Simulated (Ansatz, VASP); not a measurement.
## Two plane-wave programs on Te2Mo

```
CELL_PARAMETERS angstrom
3.49695 0.00000 0.00000
-1.74847 3.02845 0.00000
0.00000 0.00000 13.68529
ATOMIC_POSITIONS crystal
Te 0.33333 0.66667 0.61721
Te 0.66667 0.33333 0.11721
Te 0.33333 0.66667 0.88279
Te 0.66667 0.33333 0.38279
Mo 0.33333 0.66667 0.25000
Mo 0.66667 0.33333 0.75000
```

Alike in both runs: functional PBE; dispersion D3(BJ); k mesh 6 × 6 × 2; occupations gaussian, width 0.02 eV; no spin polarisation.

Ansatz relaxed the structure, and its values are those at the end. VASP's run is a single point on that final structure, the one shown.

|  | VASP | Ansatz |
| --- | --- | --- |
| version | VASP 6.6.1 | Ansatz 0.2.0 |
| potentials or method | VASP PAW PBE potentials, release 64 (Te, Mo_sv) | scalar-relativistic, plane waves, PAW |
| plane-wave cutoff (eV) | 520 | 420 |
| valence electrons in the cell | 52 | 92 |

VASP gave:

```
gap on the k mesh at the Fermi level (eV) : 0.71
least direct gap on the mesh (eV)         : 1.03
pressure (GPa)                            : 0.0
rms of the force components (eV/Å)        : 0.004
```

Question: What did Ansatz give for the same quantities?

Answer: gap on the k mesh at the Fermi level (eV): 0.71; least direct gap on the mesh (eV): 1.03; pressure (GPa): 0.0; rms of the force components (eV/Å): 0.003.

The two sets of potentials don't hold the same shells in valence. Ansatz warned: «relaxed_geometry_near_dispersion_switch».

Caveats: spin-orbit coupling is left out, which moves the levels of the heavy elements. A k mesh can miss the band edges.
